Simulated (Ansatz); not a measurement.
# Ru: the cost of one run

Computed with Ansatz 0.2.0 (DFT PBE, scalar-relativistic, plane waves, PAW, unless a step's input says otherwise).

1 further run of the same task is left out (set aside as unsound or not needed). Runs told in other sessions of the task aren't counted.

## 1. Starting point

It takes space group P6_3/mmc (No. 194, hexagonal). Conventional cell: a = 2.720 Å, b = 2.720 Å, c = 4.297 Å, α = 90.00°, β = 90.00°, γ = 120.00°. Ru (site symmetry -6m2) is surrounded by 12 Ru at 2.66 to 2.72 Å.

Structure file:

```cif
data_structure
_symmetry_space_group_name_H-M 'P6_3/mmc'
_symmetry_Int_Tables_number 194
_cell_length_a 2.7200
_cell_length_b 2.7200
_cell_length_c 4.2968
_cell_angle_alpha 90.000
_cell_angle_beta 90.000
_cell_angle_gamma 120.000
_cell_volume 27.53
loop_
_atom_site_label
_atom_site_type_symbol
_atom_site_symmetry_multiplicity
_atom_site_Wyckoff_symbol
_atom_site_fract_x
_atom_site_fract_y
_atom_site_fract_z
_atom_site_occupancy
Ru1 Ru 2 c 0.33333 0.66667 0.25000 1
```

It is the result of an earlier relaxation at this level (volume 13.77 Å³/atom; gap on the mesh: none (metal)).

## 2. The reference: the undisturbed cell on the scan's mesh

Input file input.yaml:

```yaml
crystal:
  lattice:
    - [2.7200250909, 0.0, 0.0]
    - [-1.3600125454, 2.3556108276, 0.0]
    - [0.0, 0.0, 4.2967694965]
  atoms:
    - { symbol: Ru, position: [0.3333333333, 0.6666666667, 0.25] }
    - { symbol: Ru, position: [0.6666666667, 0.3333333333, 0.75] }
basis:
  ecutwfc: 420
kpoints:
  mp_grid: { grid: [24, 24, 14] }
hamiltonian:
  xc: pbe
scf:
  occupations: { method: gaussian, width: 0.15 }
output:
  forces: true
  stress: true
  eigenvalues: true
```

Started as:

```bash
> ansatz run input.yaml --threads 2 --pin off --max-ram 5120MiB --backend cpu --events-out ev --progress --plain --runs-dir out
```

**Question.** How long does this run take on 2 threads of Oxide Virtual Turin-like (Zen 5), shared host, and how much memory does it need?

About 3.6 s, with a peak of 0.52 GiB.
